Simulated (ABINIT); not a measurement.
# Pd (Fm-3m) in ABINIT: reference runs

Aim: a first look at Pd with PBEsol, on the cell as given and on a disturbed one.

All numbers are computed with ABINIT 10.8.3 (patched build); they aren't measurements. Logs are shortened: lines on timing, memory, paths and dates and some standing lists are left out, and cuts for length are marked. The log counts tension as positive stress, the text compression.

**1. Starting point**

Symmetry: Fm-3m, No. 225, cubic system. The conventional cell has a = 3.893 Å, b = 3.893 Å, c = 3.893 Å, α = 90.00°, β = 90.00°, γ = 90.00°. Pd (site symmetry m-3m) is surrounded by 12 Pd at 2.75 Å.

**2. Single point, PBEsol (cell strained at random at fixed volume)**

Contents of run.abi:

```
# Pseudopotentials
pp_dirpath "./"
pseudos "Pd.upf"

# Structure
acell 3*1.0
rprim
    -0.0210250929     3.6948246442     3.6695873518
     3.7247900314     0.0119827534     3.6365795056
     3.7122554780     3.6492841343     0.0245154170
ntypat 1
znucl 46
natom 1
typat 1
xcart
    -0.0395763409     0.0407691660     0.0135599757 Angstrom
chkprim 0
chksymtnons 0
tolsym 1.0e-6

# Plane-wave basis
ecut 1115.666836 eV

# k points
kptopt 1
ngkpt 12 12 12
nshiftk 1
shiftk 0.0 0.0 0.0

# Exchange and correlation
ixc -116133

# Bands and occupations
nband 13
occopt 3
tsmear 0.05 eV

# SCF cycle
nstep 100
tolvrs 1.0e-10

# Output
iomode 3
prtwf 0
prtden 0
prteig 0
prtebands 0
```

Potentials or basis: PseudoDojo NC SR PBEsol v0.4.1 standard.

On the command line:

```sh
abinit run.abi > log 2>&1
```

run.abo:

```text
.Version 10.8.3 of ABINIT
 Symmetries : space group P-1 (#  2); Bravais aP (primitive triclinic)
================================================================================
 Values of the parameters that define the memory need of the present run
     intxc =       0    ionmov =       0      iscf =       7    lmnmax =       6
     lnmax =       6     mgfft =      30  mpssoang =       3    mqgrid =    3001
     natom =       1  nloc_mem =       1    nspden =       1   nspinor =       1
    nsppol =       1      nsym =       2    n1xccc =    2501    ntypat =       1
    occopt =       3   xclevel =       2
       mpw =        1279          nfft =       27000          nkpt =         868
================================================================================
================================================================================

--------------------------------------------------------------------------------
------------- Echo of variables that govern the present computation ------------
--------------------------------------------------------------------------------
 -outvars: echo values of preprocessed input variables --------
            acell      1.0000000000E+00  1.0000000000E+00  1.0000000000E+00 Bohr
              amu      1.06420000E+02
          chkprim           0
      chksymtnons           0
             ecut      4.10000000E+01 Hartree
                       outvar_i_n : Printing only first  50 k-points.
              ixc     -116133
                       outvar_i_n : Printing only first  50 k-points.
         kptrlatt       12    0    0      0   12    0      0    0   12
          kptrlen      6.15134624E+01
            natom           1
            nband          13
            ngfft          30      30      30
             nkpt         868
            nstep         100
             nsym           2
           ntypat           1
                       prtocc : prtvol=0, do not print more k-points.
           occopt           3
           prtden           0
        prtebands           0
           prteig           0
            prtwf           0
            rprim     -2.1025092900E-02  3.6948246442E+00  3.6695873518E+00
                       3.7247900314E+00  1.1982753400E-02  3.6365795056E+00
                       3.7122554780E+00  3.6492841343E+00  2.4515417000E-02
          spgroup           2
           tolsym      1.00000000E-06
           tolvrs      1.00000000E-10
           tsmear      1.83746611E-03 Hartree
            typat      1
                       outvars : Printing only first  50 k-points.
           xangst     -3.9576340900E-02  4.0769166000E-02  1.3559975700E-02
            xcart     -7.4788445367E-02  7.7042558122E-02  2.5624640347E-02
             xred      2.3837000006E-02 -1.6987000021E-02 -2.9669999684E-03
            znucl       46.00000

================================================================================

 chkinp: Checking input parameters for consistency.

================================================================================
== DATASET  1 ==================================================================

--- !DatasetInfo
iteration_state: {dtset: 1, }
dimensions: {natom: 1, nkpt: 868, mband: 13, nsppol: 1, nspinor: 1, nspden: 1, mpw: 1279, }
cutoff_energies: {ecut:  41.0, pawecutdg:  -1.0, }
electrons: {nelect:   1.80000000E+01, charge:   0.00000000E+00, occopt:   3.00000000E+00, tsmear:   1.83746611E-03, }
meta: {optdriver: 0, ionmov: 0, optcell: 0, iscf: 7, paral_kgb: 0, }
...

 Real(R)+Recip(G) space primitive vectors, cartesian coordinates (Bohr,Bohr^-1):
 R(1)= -0.0210251  3.6948246  3.6695874  G(1)= -0.1333218  0.1347080  0.1361119
 R(2)=  3.7247900  0.0119828  3.6365795  G(2)=  0.1336249 -0.1368616  0.1385685
 R(3)=  3.7122555  3.6492841  0.0245154  G(3)=  0.1345468  0.1380867 -0.1382655
 Unit cell volume ucvol=  9.9538228E+01 bohr^3
 Angles (23,13,12)=  5.89917830E+01  6.01434328E+01  6.05925927E+01 degrees

 getcut: wavevector=  0.0000  0.0000  0.0000  ngfft=  30  30  30
         ecut(hartree)=     41.000   => boxcut(ratio)=   2.00017

--- Pseudopotential description ------------------------------------------------
- pspini: atom type   1  psp file is ./Pd.upf
12 -116133 2 -1 1238                          pspcod,pspxc,lmax,lloc,mmax
     nproj     2     2     2

   4.71106934E+02                                ecore*ucvol(ha*bohr**3)
--------------------------------------------------------------------------------

================================================================================

--- !BeginCycle
iteration_state: {dtset: 1, }
solver: {iscf: 7, nstep: 100, nline: 4, wfoptalg: 0, }
tolerances: {tolvrs: 1.00E-10, }
...

     iter   Etot(hartree)      deltaE(h)  residm     vres2
 ETOT  1  -134.75866383136    -1.348E+02 2.900E-01 2.385E+02
 ETOT  2  -134.76575590358    -7.092E-03 6.976E-02 3.165E+02
 ETOT  3  -134.86219720371    -9.644E-02 1.265E-02 2.907E-01
 ETOT  4  -134.86228992329    -9.272E-05 1.067E-03 3.531E-03
 ETOT  5  -134.86229081298    -8.897E-07 1.153E-03 3.101E-04
 ETOT  6  -134.86229092138    -1.084E-07 4.171E-04 2.307E-05
 ETOT  7  -134.86229092900    -7.621E-09 2.346E-04 1.639E-07
 ETOT  8  -134.86229092906    -5.892E-11 2.108E-04 2.220E-08
 ETOT  9  -134.86229092907    -7.162E-12 7.723E-05 2.948E-10
 ETOT 10  -134.86229092907    -1.990E-13 1.528E-04 1.383E-11

 At SCF step   10       vres2   =  1.38E-11 < tolvrs=  1.00E-10 =>converged.

 Cartesian components of stress tensor (hartree/bohr^3)
  sigma(1 1)=  1.29914546E-04  sigma(3 2)=  4.63055808E-05
  sigma(2 2)=  8.99919884E-05  sigma(3 1)= -6.66656319E-06
  sigma(3 3)=  7.87729818E-05  sigma(2 1)= -2.08315955E-05

--- !ResultsGS
iteration_state: {dtset: 1, }
comment   : Summary of ground state results
lattice_vectors:
- [ -0.0210251,   3.6948246,   3.6695874, ]
- [  3.7247900,   0.0119828,   3.6365795, ]
- [  3.7122555,   3.6492841,   0.0245154, ]
lattice_lengths: [   5.20750,    5.20566,    5.20564, ]
lattice_angles: [ 58.992,  60.143,  60.593, ] # degrees, (23, 13, 12)
lattice_volume:   9.9538228E+01
convergence: {deltae: -1.990E-13, res2:  1.383E-11, residm:  1.528E-04, diffor: null, }
etotal    :  -1.34862291E+02
entropy   :   0.00000000E+00
fermie    :   4.58177807E-01
cartesian_stress_tensor: # hartree/bohr^3
- [  1.29914546E-04,  -2.08315955E-05,  -6.66656319E-06, ]
- [ -2.08315955E-05,   8.99919884E-05,   4.63055808E-05, ]
- [ -6.66656319E-06,   4.63055808E-05,   7.87729818E-05, ]
pressure_GPa:  -2.9292E+00
xred      :
- [  2.3837E-02,  -1.6987E-02,  -2.9670E-03, Pd]
cartesian_forces: # hartree/bohr
- [ -0.00000000E+00,  -0.00000000E+00,  -0.00000000E+00, ]
force_length_stats: {min:   0.00000000E+00, max:   0.00000000E+00, mean:   0.00000000E+00, }
...

 Integrated electronic density in atomic spheres:
 ------------------------------------------------
 Atom  Sphere_radius  Integrated_density
    1        2.00000         15.22552046
================================================================================

 ----iterations are completed or convergence reached----

 Mean square residual over all n,k,spin=   40.838E-09; max=  15.275E-05
 reduced coordinates (array xred) for    1 atoms
       0.023837000006     -0.016987000021     -0.002966999968
 rms dE/dt=  0.0000E+00; max dE/dt=  0.0000E+00; dE/dt below (all hartree)
    1       0.000000000000      0.000000000000      0.000000000000

 cartesian coordinates (angstrom) at end:
    1     -0.03957634090000     0.04076916600000     0.01355997570000

 cartesian forces (hartree/bohr) at end:
    1     -0.00000000000000    -0.00000000000000    -0.00000000000000
 frms,max,avg= 0.0000000E+00 0.0000000E+00   0.000E+00  0.000E+00  0.000E+00 h/b

 cartesian forces (eV/Angstrom) at end:
    1     -0.00000000000000    -0.00000000000000    -0.00000000000000
 frms,max,avg= 0.0000000E+00 0.0000000E+00   0.000E+00  0.000E+00  0.000E+00 e/A
 length scales=  1.000000000000  1.000000000000  1.000000000000 bohr
              =  0.529177210544  0.529177210544  0.529177210544 angstroms
 Fermi (or HOMO) energy (hartree) =   0.45818   Average Vxc (hartree)=  -0.51330
 Eigenvalues (hartree) for nkpt= 868  k points:
 kpt#   1, nband= 13, wtk=  0.00058, kpt=  0.0000  0.0000  0.0000 (reduced coord)
  -2.63113   -1.36466   -1.36421   -1.36390    0.19258    0.34816    0.35363    0.35910
   0.41005    0.41779    1.09634    1.25625    1.26882
      occupation numbers for kpt#   1
   2.00000    2.00000    2.00000    2.00000    2.00000    2.00000    2.00000    2.00000
   2.00000    2.00000    0.00000    0.00000    0.00000
 prteigrs : prtvol=0 or 1, do not print more k-points.

--- !EnergyTerms
iteration_state     : {dtset: 1, }
comment             : Components of total free energy in Hartree
kinetic             :  4.54498862072385E+01
hartree             :  2.57458297868486E+01
xc                  : -2.04822316728585E+01
Ewald energy        : -1.00957615646759E+02
psp_core            :  4.73292467878682E+00
local_psp           : -9.04621379837233E+01
non_local_psp       :  1.11175579352131E+00
internal            : -1.34861588836946E+02
'-kT*entropy'       : -7.02092120909473E-04
total_energy        : -1.34862290929067E+02
total_energy_eV     : -3.66978988848870E+03
band_energy         : -9.86314159394153E+00
...

 Cartesian components of stress tensor (hartree/bohr^3)
  sigma(1 1)=  1.29914546E-04  sigma(3 2)=  4.63055808E-05
  sigma(2 2)=  8.99919884E-05  sigma(3 1)= -6.66656319E-06
  sigma(3 3)=  7.87729818E-05  sigma(2 1)= -2.08315955E-05

-Cartesian components of stress tensor (GPa)         [Pressure= -2.9292E+00 GPa]
- sigma(1 1)=  3.82221789E+00  sigma(3 2)=  1.36235722E+00
- sigma(2 2)=  2.64765571E+00  sigma(3 1)= -1.96137061E-01
- sigma(3 3)=  2.31758114E+00  sigma(2 1)= -6.12886699E-01

== END DATASET(S) ==============================================================
================================================================================

 -outvars: echo values of variables after computation  --------
            acell      1.0000000000E+00  1.0000000000E+00  1.0000000000E+00 Bohr
           etotal     -1.3486229093E+02
            fcart     -0.0000000000E+00 -0.0000000000E+00 -0.0000000000E+00
            rprim     -2.1025092900E-02  3.6948246442E+00  3.6695873518E+00
                       3.7247900314E+00  1.1982753400E-02  3.6365795056E+00
                       3.7122554780E+00  3.6492841343E+00  2.4515417000E-02
           strten      1.2991454556E-04  8.9991988360E-05  7.8772981831E-05
                       4.6305580826E-05 -6.6665631911E-06 -2.0831595471E-05
           xangst     -3.9576340900E-02  4.0769166000E-02  1.3559975700E-02
             xred      2.3837000006E-02 -1.6987000021E-02 -2.9669999684E-03
 Calculation completed.
```

Run time: 5.4 min. Hardware: 1 thread of Arm Neoverse V2, shared host; peak memory 0.28 GiB.

What came out:

```
Free energy                                           : -3669.7899 eV
Pressure                                              : -2.9 GPa
Band gap on the k mesh                                : none (metal or under the smearing width)
Valence electrons inside the program's atomic spheres : Pd 15.23 (radii [1.0584] Å)
```

**3. Single point, PBEsol**

Contents of run.abi:

```
# Pseudopotentials
pp_dirpath "./"
pseudos "Pd.upf"

# Structure
acell 2.7527666992 2.7527666992 2.7527666992 Angstrom
rprim
     0.0000000000     0.7071067812     0.7071067812
     0.7071067812     0.0000000000     0.7071067812
     0.7071067812     0.7071067812     0.0000000000
ntypat 1
znucl 46
natom 1
typat 1
xred
     0.0000000000     0.0000000000     0.0000000000

# Plane-wave basis
ecut 41.0

# k points
kptopt 1
ngkpt 12 12 12
nshiftk 1
shiftk 0.0 0.0 0.0

# Exchange and correlation
ixc -116133

# Bands and occupations
nband 13
occopt 3
tsmear 0.00183747

# SCF cycle
nstep 100
tolvrs 1.0e-10

# Output
iomode 3
prtwf 0
prtden 0
prteig 0
prtebands 0
```

Potentials or basis: PseudoDojo NC SR PBEsol v0.4.1 standard.

On the command line:

```sh
abinit run.abi > log 2>&1
```

It took 22 s on 1 thread of Arm Neoverse V2, shared host; peak memory 0.08 GiB.

The run converged. Its results:

* Free energy: -3669.7920 eV
* Pressure: -3.0 GPa
* Band gap on the k mesh: none (metal or under the smearing width)
* Valence electrons inside the program's atomic spheres: Pd 15.25 (radii [1.0584] Å)

Levels at points of the mesh, in eV from the Fermi level:
```
           k point  band 7  band 8  band 9  band 10  band 11  band 12
(0.00, 0.00, 0.00)   -2.84   -2.84   -1.21    -1.21    17.37    22.10
(0.50, 0.00, 0.00)   -2.88    0.00    0.00     0.94     7.28    16.69
(0.50, 0.50, 0.00)   -0.02    0.31    0.31     3.28    10.73    13.20
```
